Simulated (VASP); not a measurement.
Data:

```xyz
3
Lattice="0.0000 2.9333 2.9333 2.9333 0.0000 2.9333 2.9333 2.9333 0.0000" Properties=species:S:1:pos:R:3 pbc="T T T"
Sr     0.0000     0.0000     0.0000
F      1.4667     1.4667     1.4667
F      4.4000     4.4000     4.4000
```

These are PBE GGA, VASP's PBE PAW potentials (set 64) (plane waves; VASP) values and carry that method's errors. Run with 520 eV cut-off, 7×7×7 Γ-centred mesh, tetrahedra with Blöchl corrections, potentials Sr_sv F.

### Question
Predict the energy per atom (σ→0).

### Answer

```
Quantity                       Result
---------------------  --------------
energy per atom (σ→0)  -5.691 eV/atom
```

The compound is SrF2 in the fluorite structure. It was relaxed first.
